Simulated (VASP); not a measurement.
# TiN (Fm-3m) in VASP: a series of runs

The runs below take TiN through band structure, optical spectrum, with LDA.

All numbers are computed with VASP 6.6.1; they aren't measurements. Logs are shortened: lines on timing, memory, paths and dates and some standing lists are left out, and cuts for length are marked.

## (1) Starting point

Symmetry: Fm-3m, No. 225, cubic system. The conventional cell has a = 4.176 Å, b = 4.176 Å, c = 4.176 Å, α = 90.00°, β = 90.00°, γ = 90.00°. Ti (site symmetry m-3m) is surrounded by 6 N at 2.09 Å. Around N (site symmetry m-3m) lie 6 Ti at 2.09 Å.

## (2) Band structure, LDA

INCAR reads:

```
SYSTEM = TiN
PREC = Accurate
ENCUT = 520
EDIFF = 1E-7
ISMEAR = 0
SIGMA = 0.02
LREAL = .FALSE.
LASPH = .TRUE.
NELM = 80
ALGO = Normal
ISIF = 2
LWAVE = .FALSE.
LCHARG = .FALSE.
LMAXMIX = 4
GGA = CA
NBANDS = 16
```

KPOINTS reads:

```
Automatic mesh
0
G
  12 12 12
  0 0 0
```

POSCAR reads:

```
TiN                                     
1.0
    0.0000000000      2.0881626827      2.0881626827
    2.0881626827      0.0000000000      2.0881626827
    2.0881626827      2.0881626827      0.0000000000
  Ti              N             
     1     1
Direct
     0.0000000000000000    0.0000000000000000    0.0000000000000000
     0.5000000000000000    0.5000000000000000    0.5000000000000000
```

KPOINTS_OPT reads:

```
path GXWKGLUWLK,UX
20
line-mode
reciprocal
 0.0000000000  0.0000000000  0.0000000000  G
 0.5000000000  0.0000000000  0.5000000000  X

 0.5000000000  0.0000000000  0.5000000000  X
 0.5000000000  0.2500000000  0.7500000000  W

 0.5000000000  0.2500000000  0.7500000000  W
 0.3750000000  0.3750000000  0.7500000000  K

 0.3750000000  0.3750000000  0.7500000000  K
 0.0000000000  0.0000000000  0.0000000000  G

 0.0000000000  0.0000000000  0.0000000000  G
 0.5000000000  0.5000000000  0.5000000000  L

 0.5000000000  0.5000000000  0.5000000000  L
 0.6250000000  0.2500000000  0.6250000000  U

 0.6250000000  0.2500000000  0.6250000000  U
 0.5000000000  0.2500000000  0.7500000000  W

 0.5000000000  0.2500000000  0.7500000000  W
 0.5000000000  0.5000000000  0.5000000000  L

 0.5000000000  0.5000000000  0.5000000000  L
 0.3750000000  0.3750000000  0.7500000000  K

 0.6250000000  0.2500000000  0.6250000000  U
 0.5000000000  0.0000000000  0.5000000000  X
```

Potentials or basis: VASP PAW LDA potentials, release 64 (Ti_sv, N).

Command:

```bash
cat potpaw_LDA.64/Ti_sv/POTCAR potpaw_LDA.64/N/POTCAR > POTCAR
mpirun -np 1 vasp_std > vasp.out
```

OUTCAR:

```text
SYSTEM = TiN
   PREC = Accurate
   ENCUT = 520
   EDIFF = 1E-7
   ISMEAR = 0
   LREAL = .FALSE.
   LASPH = .TRUE.
   NELM = 80
   ISIF = 2
   GGA = CA

 ion  position               nearest neighbor table
   1  0.000  0.000  0.000-   2 2.09   2 2.09   2 2.09   2 2.09   2 2.09   2 2.09
   2  0.500  0.500  0.500-   1 2.09   1 2.09   1 2.09   1 2.09   1 2.09   1 2.09

  LATTYP: Found a face centered cubic cell.
 ALAT       =     4.1763253654

  Lattice vectors:

 A1 = (   0.0000000000,   2.0881626827,   2.0881626827)
 A2 = (   2.0881626827,   0.0000000000,   2.0881626827)
 A3 = (   2.0881626827,   2.0881626827,   0.0000000000)

Analysis of symmetry for initial positions (statically):
=====================================================================
 Subroutine PRICEL returns:
 Original cell was already a primitive cell.

 Routine SETGRP: Setting up the symmetry group for a
 face centered cubic supercell.

 Subroutine GETGRP returns: Found 48 space group operations
 (whereof 48 operations were pure point group operations)
 out of a pool of 48 trial point group operations.

The static configuration has the point symmetry O_h .

Analysis of symmetry for dynamics (positions and initial velocities):
=====================================================================
 Subroutine PRICEL returns:
 Original cell was already a primitive cell.

 Routine SETGRP: Setting up the symmetry group for a
 face centered cubic supercell.

 Subroutine GETGRP returns: Found 48 space group operations
 (whereof 48 operations were pure point group operations)
 out of a pool of 48 trial point group operations.

The dynamic configuration has the point symmetry O_h .

 Subroutine INISYM returns: Found 48 space group operations
 (whereof 48 operations are pure point group operations),
 and found     1 'primitive' translations

----------------------------------------------------------------------------------------

                                     Primitive cell

  volume of cell :      18.2105

  direct lattice vectors                    reciprocal lattice vectors
     0.000000000  2.088162683  2.088162683    -0.239444946  0.239444946  0.239444946
     2.088162683  0.000000000  2.088162683     0.239444946 -0.239444946  0.239444946
     2.088162683  2.088162683  0.000000000     0.239444946  0.239444946 -0.239444946

  length of vectors
     2.953107986  2.953107986  2.953107986     0.414730811  0.414730811  0.414730811

  position of ions in fractional coordinates (direct lattice)
     0.000000000  0.000000000  0.000000000
     0.500000000  0.500000000  0.500000000

  ion indices of the primitive-cell ions
[... 79 lines left out ...]
   IBRION =     -1    ionic relax: 0-MD 1-quasi-New 2-CG
   NFREE  =      0    steps in history (QN), initial steepest desc. (CG)
   ISIF   =      2    stress and relaxation
   ISYM   =      2    0-nonsym 1-usesym 2-fastsym
   POTIM  = 0.5000    time-step for ionic-motion
   TEBEG  =    0.0;   TEEND  =   0.0 temperature during run
   PSTRESS=    0.0 pullay stress
   NELECT =      17.0000    total number of electrons
   NUPDOWN=      -1.0000    fix difference up-down
   EMIN   =  10.00;   EMAX   =-10.00  energy-range for DOS
   EFERMI =   0.00;   METHOD = LEGACY
   ISMEAR =     0;   SIGMA  =   0.02  broadening in eV -4-tet -1-fermi 0-gaus
   EFERMI_NEDOS =   21; number of points for ismear=-14 and -15
   IALGO  =     38    algorithm
   IMIX   =      4    mixing-type and parameters
     AMIX     =   0.40;   BMIX     =  1.00
     AMIX_MAG =   1.60;   BMIX_MAG =  1.00
  volume/ion in A,a.u.               =       9.11        61.45
  Fermi-wavevector in a.u.,A,eV,Ry     =   1.599988  3.023539 34.830406  2.559963
  Thomas-Fermi vector in A             =   2.697195
   LORBIT       =      0    0 simple, 1 ext, 2 COOP (PROOUT), +10 PAW based schemes
   GGA     = CA    functional components
   LHFCALC =     F    Hartree Fock is set to
   AEXX    =    0.0000 exact exchange contribution
   IVDW    =     0    specifies the selected vdW correction
   LEPSILON=     F    determine dielectric tensor
   LRPA    =     F    only Hartree local field effects (RPA)
 non-spin polarized calculation
 Gauss-broadening in eV      SIGMA  =   0.02
  energy-cutoff  :      520.00
  volume of cell :       18.21
 maximum number of plane-waves:       531
 NGX is ok and might be reduce to    24
   NGX = 11   NGY = 11   NGZ = 11

 number of electron      16.9999996 magnetization

 Free energy of the ion-electron system (eV)
  ---------------------------------------------------
  ext. energy  EPLUGINS =         0.00000000
  ---------------------------------------------------
  free energy    TOTEN  =       -21.67294950 eV

  energy without entropy =      -21.67253883  energy(sigma->0) =      -21.67274417

 E-fermi :  11.7521     XC(G=0): -13.6291

 val. band max:       11.7508991294   @ k =   0.5000   0.2500   0.0833
 cond. band min:      11.7976802657   @ k =   0.0833   0.0833   0.0000
 fundamental gap:      0.0467811362
 Fermi energy:        11.7520935700

 k-point     1 :       0.0000    0.0000    0.0000
  band No.  band energies     occupation
      1     -45.2630      2.00000
      2     -21.5810      2.00000
      3     -21.5810      2.00000
      4     -21.5810      2.00000
      5      -5.2924      2.00000
      6       9.7649      2.00000
[... 433 lines left out ...]
      3     -21.7859      2.00000
      4     -21.6749      2.00000
      5      -2.8114      2.00000
      6       4.0972      2.00000
[... 8 lines left out ...]
     15      25.2734      0.00000
     16      26.3632      0.00000

 [... further k-points ...]

------------------------ aborting loop because EDIFF is reached ----------------------------------------

  FORCE on cell =-STRESS in cart. coord.  units (eV):
  Direction    XX          YY          ZZ          XY          YZ          ZX
  --------------------------------------------------------------------------------------
  -------------------------------------------------------------------------------------
  Total       -0.0043258     -0.0043258     -0.0043258     -0.0000000     -0.0000000      0.0000000
  in kB       -0.3805886     -0.3805886     -0.3805886     -0.0000000     -0.0000000      0.0000000
  external PRESSURE =      -0.3805886 kB  Pullay stress =       0.0000000 kB

 VOLUME and BASIS-vectors are now :
 -----------------------------------------------------------------------------
  energy-cutoff  :      520.00
  volume of cell :       18.21
      direct lattice vectors                 reciprocal lattice vectors
     0.000000000  2.088162683  2.088162683    -0.239444946  0.239444946  0.239444946
     2.088162683  0.000000000  2.088162683     0.239444946 -0.239444946  0.239444946
     2.088162683  2.088162683  0.000000000     0.239444946  0.239444946 -0.239444946

 POSITION                                       TOTAL-FORCE (eV/Angst)
 -----------------------------------------------------------------------------------
      0.00000      0.00000      0.00000         0.000000      0.000000      0.000000
      2.08816      2.08816      2.08816        -0.000000     -0.000000     -0.000000
 -----------------------------------------------------------------------------------
    total drift:                                0.000000     -0.000000     -0.000000

  FREE ENERGIE OF THE ION-ELECTRON SYSTEM (eV)
  ---------------------------------------------------
  free  energy   TOTEN  =       -21.6729494973 eV

  energy  without entropy=      -21.6725388342  energy(sigma->0) =      -21.67274417
```

stdout:

```text
POSCAR found type information on POSCAR TiN
 POSCAR found :  2 types and       2 ions
 scaLAPACK will be used
 LDA part: xc-table for (Slater(with rela. corr.)+CA(PZ))
 , standard interpolation
 POSCAR, INCAR and KPOINTS ok, starting setup
 FFT: planning ... GRIDC
 FFT: planning ... GRID_SOFT
 FFT: planning ... GRID
 WAVECAR not read
 entering main loop
 Start KPOINTS_OPT (optional k-point list driver)
k-point batch [1-72\200]
k-point batch [73-144\200]
k-point batch [145-200\200]
```

Run time: 55 s. Hardware: 1 thread of AMD EPYC 7R13 (Zen 3), shared host; peak memory 0.13 GiB.

Results:

| Quantity | Value |
| --- | --- |
| Free energy | -21.6729 eV |
| Pressure | 0.0 GPa |
| Band gap along the path | none (metal or under the smearing width) |

Levels at the corners of the path, in eV from the Fermi level:
```
point  band 4  band 5  band 6  band 7  band 8  band 9  band 10  band 11  band 12  band 13
    Γ  -33.33  -17.04   -1.99   -1.99   -1.99   -0.62    -0.62    -0.62     0.66     0.66
    X  -33.58  -15.61   -5.80   -3.24   -3.18   -3.18     1.81     2.64     2.64     4.10
    X  -33.58  -15.61   -5.80   -3.24   -3.18   -3.18     1.81     2.64     2.64     4.10
    W  -33.61  -15.06   -5.51   -5.51   -5.48    1.05     1.05     2.65     3.53     4.22
    W  -33.61  -15.06   -5.51   -5.51   -5.48    1.05     1.05     2.65     3.53     4.22
    K  -33.52  -15.11   -5.92   -5.73   -4.53   -0.43     2.19     2.56     4.03     4.09
    K  -33.52  -15.11   -5.92   -5.73   -4.53   -0.43     2.19     2.56     4.03     4.09
    Γ  -33.33  -17.04   -1.99   -1.99   -1.99   -0.62    -0.62    -0.62     0.66     0.66
    Γ  -33.33  -17.04   -1.99   -1.99   -1.99   -0.62    -0.62    -0.62     0.66     0.66
    L  -33.40  -14.31   -8.28   -5.65   -5.65    1.88     1.88     2.61     6.19     6.19
    L  -33.40  -14.31   -8.28   -5.65   -5.65    1.88     1.88     2.61     6.19     6.19
    U  -33.52  -15.11   -5.92   -5.73   -4.53   -0.43     2.19     2.56     4.03     4.09
    U  -33.52  -15.11   -5.92   -5.73   -4.53   -0.43     2.19     2.56     4.03     4.09
    W  -33.61  -15.06   -5.51   -5.51   -5.48    1.05     1.05     2.65     3.53     4.22
    W  -33.61  -15.06   -5.51   -5.51   -5.48    1.05     1.05     2.65     3.53     4.22
    L  -33.40  -14.31   -8.28   -5.65   -5.65    1.88     1.88     2.61     6.19     6.19
    L  -33.40  -14.31   -8.28   -5.65   -5.65    1.88     1.88     2.61     6.19     6.19
    K  -33.52  -15.11   -5.92   -5.73   -4.53   -0.43     2.19     2.56     4.03     4.09
    U  -33.52  -15.11   -5.92   -5.73   -4.53   -0.43     2.19     2.56     4.03     4.09
    X  -33.58  -15.61   -5.80   -3.24   -3.18   -3.18     1.81     2.64     2.64     4.10
```

(Continued in part 2 of 2.)
